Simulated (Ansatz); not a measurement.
**Electrons against holes in GaP — Ansatz, plane waves and PAW**

Space group F-43m (No. 216), 2 atoms in the cell of the first input below: a = 3.854 Å, b = 3.854 Å, c = 3.854 Å, α = 60.00°, β = 60.00°, γ = 60.00°.

The structure is a measured one, not always of the ambient phase, taken without relaxation (pressure -0.6 GPa with this functional, without spin–orbit coupling). Functional: PBEsol.

Spin–orbit coupling is left out. Kohn–Sham gap between the band edges found on a fine mesh: 1.47 eV.

Band masses are left out, as an edge found on the mesh is not an exact extremum.

The states of the whole zone with their velocity products:

```yaml
crystal:
  lattice:
    - [0.0, 2.7252500963, 2.7252500963]
    - [2.7252500963, 0.0, 2.7252500963]
    - [2.7252500963, 2.7252500963, 0.0]
  atoms:
    - { symbol: Ga, position: [0.0, 0.0, 0.0] }
    - { symbol: P, position: [0.75, 0.75, 0.75] }
basis:
  ecutwfc: 420
  ecutrho_ratio: 4
kpoints:
  mp_grid: { grid: [10, 10, 10] }
hamiltonian:
  xc: pbesol
scf:
  occupations: { method: gaussian, width: 0.05 }
output:
  forces: true
  stress: true
  eigenvalues: true
  states_by_energy: { minimum_broadening: 0.025 }
```

```bash
ansatz run input.yaml --threads 4 --pin off --max-ram 9216MiB --backend cpu --events-out ev --progress --plain --runs-dir out
```

Time: 34 s on 4 threads of Arm Neoverse V1 (shared host), peak memory 0.8 GiB.

From that table, at a constant relaxation time τ with Fermi–Dirac weights and rigid bands:

| T (K) | doping (cm⁻³) | μ − E_F (eV) | σ_xx/τ (10²⁰/Ω m s) | S_xx (μV/K) | Lorenz (10⁻⁸ V²/K²) | ħω_p,xx (eV) |
| --- | --- | --- | --- | --- | --- | --- |
| 300 | n 1e19 | 0.692 | 0.00816 | -334 | 1.91 | 0.200 |
| 300 | p 1e19 | -0.705 | 0.00681 | 339 | 1.84 | 0.183 |
| 300 | n 1e20 | 0.770 | 0.0782 | -154 | 2.11 | 0.619 |
| 300 | p 1e20 | -0.783 | 0.0671 | 156 | 1.99 | 0.573 |
| 300 | n 1e21 | 0.953 | 0.739 | -58 | 2.40 | 1.902 |
| 300 | p 1e21 | -0.988 | 0.61 | 42 | 2.36 | 1.728 |
| 600 | n 1e19 | 0.598 | 0.00767 | -441 | 2.16 | 0.194 |
| 600 | p 1e19 | -0.613 | 0.00656 | 427 | 1.82 | 0.179 |
| 600 | n 1e20 | 0.729 | 0.0757 | -252 | 2.22 | 0.609 |
| 600 | p 1e20 | -0.745 | 0.065 | 235 | 1.88 | 0.564 |
| 600 | n 1e21 | 0.940 | 0.743 | -109 | 2.30 | 1.907 |
| 600 | p 1e21 | -0.979 | 0.602 | 81 | 2.20 | 1.716 |
| 900 | n 1e19 | 0.479 | 0.00753 | -510 | 2.19 | 0.192 |
| 900 | p 1e19 | -0.499 | 0.00633 | 480 | 1.82 | 0.176 |
| 900 | n 1e20 | 0.666 | 0.075 | -316 | 2.20 | 0.606 |
| 900 | p 1e20 | -0.689 | 0.0629 | 285 | 1.85 | 0.555 |
| 900 | n 1e21 | 0.917 | 0.745 | -151 | 2.20 | 1.910 |
| 900 | p 1e21 | -0.963 | 0.59 | 115 | 2.09 | 1.700 |

**Question.** Which of the dopings listed at 300 K has the largest power factor S²σ/τ along x?

**Answer.** n 1e19: 0.91, p 1e19: 0.78, n 1e20: 1.9, p 1e20: 1.6, n 1e21: 2.5, p 1e21: 1.1 (10¹¹ W/m K² s), so n 1e21 cm⁻³, if τ is the same for all.

Caveats: melting, decomposition and changes of phase at these temperatures weren't checked; no scattering is computed, and the gap isn't corrected.

At equal doping and temperature, electrons give the larger σ/τ in every pair of rows. Their Seebeck magnitude is also larger in most pairs, the exceptions being the two lower dopings at 300 K, where holes lead marginally. The likely reason is the conduction-band edge near X: several equivalent valleys share the carriers, keeping the Fermi level low in each, while their light transverse masses sustain the velocities. Holes instead occupy P 3p-derived bands at Γ, where the heavy branch holds most of the carriers.

Heavier doping raises σ/τ but lowers |S| as the carriers become degenerate. At 300 K this compromise favours p 1e20 among the listed hole dopings, whereas the electron power factor is still rising at n 1e21, so its maximum isn't bracketed. The gap of 1.47 eV is well below experiment, as expected of a semilocal functional without the derivative discontinuity, but it remains wide enough to keep minority carriers negligible here. Spin–orbit splitting would remove part of the valence-edge degeneracy, probably lowering the hole Seebeck coefficient most at light doping.
